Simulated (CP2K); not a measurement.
Runs of CP2K 2026.2 on HgSe. It takes space group F-43m (No. 216, cubic). Conventional cell: a = 6.078 Å, b = 6.078 Å, c = 6.078 Å, α = 90.00°, β = 90.00°, γ = 90.00°. Around Hg (site symmetry -43m) lie 4 Se at 2.63 Å. Se (site symmetry -43m) has 4 Hg at 2.63 Å as nearest neighbours. 

```csv
level,potentials or basis,smearing,EPS_DEFAULT,NGRIDS,points a segment of the path (NPOINTS),bands added on the path,CUTOFF of the grids,gap on the mesh (eV),pressure (GPa)
r2SCAN,"POTENTIAL_UZH Hg GTH-SCAN-q12, Se GTH-SCAN-q6; TZVP-MOLOPT-SCAN-GTH basis",fermi-dirac 0.05 eV,1.0E-10,5,6,2,675 Ry,none,(a)
PBEsol,"POTENTIAL_UZH Hg GTH-PBE-q12, Se GTH-PBE-q6; TZVP-MOLOPT-PBE-GTH basis",fermi-dirac 0.1 eV,1.0E-9,5,8,4,450 Ry,none,3.0
LDA,"GTH_POTENTIALS Hg GTH-PADE-q12, Se GTH-PADE-q6; TZVP-MOLOPT-PBE-GTH basis",fermi-dirac 0.0259 eV,1.0E-9,4,6,6,450 Ry,none,0.1
TB-mBJ,"POTENTIAL_UZH Hg GTH-PBE-q12, Se GTH-PBE-q6; TZVP-MOLOPT-PBE-GTH basis",fermi-dirac 0.1 eV,1.0E-10,5,8,2,675 Ry,none,-
```

Alike in all rows: task band structure; no spin polarisation; cell as given; k mesh 8 × 8 × 8.

Task: Fill in the values left out.

Result: (a) 2.5.

Caveats: spin-orbit coupling is left out, which moves the levels of the heavy elements; the basis of atomic orbitals isn't converged, which shifts pressures, moduli and gaps; the potentials were made for another functional, which shifts forces and pressure (some runs); this is a model potential without an energy functional, so only levels have meaning (some runs).

A k mesh can miss the band edges, and the runs leave out spin-orbit coupling on Hg, Se.

A gap of «none» marks a metal or a gap under the smearing width.

Runs at the PBE level aren't shown here.
